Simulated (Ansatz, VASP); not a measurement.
## One calculation of CaSe, two programs

```
Ca Se
1.0
     0.00000    2.97937    2.97937
     2.97937    0.00000    2.97937
     2.97937    2.97937    0.00000
Ca Se
1 1
Cartesian
  0.0000 0.0000 0.0000
  2.9794 2.9794 2.9794
```

Alike in both runs: task relaxation of cell and atoms; functional PBE; k mesh 8 × 8 × 8; no spin polarisation.

```csv
,VASP,Ansatz
version,VASP 6.6.1,Ansatz 0.2.0
potentials or method,"VASP PAW PBE potentials, release 64 (Ca_sv, Se)","scalar-relativistic, plane waves, PAW"
plane-wave cutoff (eV),600,420
occupations,"gaussian, width 0.01 eV",fixed
valence electrons in the cell,16,26
```

Ansatz gave:

```
gap on the k mesh at the Fermi level, each at its own relaxed structure (eV) : 2.08
relaxed volume (Å³/atom)                                                     : 26.44
relaxed cell length with the largest relative difference (Å)                 : 4.213
```

**Question.** Estimate VASP's values.

**Answer.** gap on the k mesh at the Fermi level, each at its own relaxed structure (eV): 2.08; relaxed volume (Å³/atom): 26.54; relaxed cell length with the largest relative difference (Å): 4.218.

The two sets of potentials don't hold the same shells in valence.

A k mesh can miss the band edges. Zero-point motion and thermal expansion aren't in these numbers. PBE usually gives volumes a little too large and moduli too small.
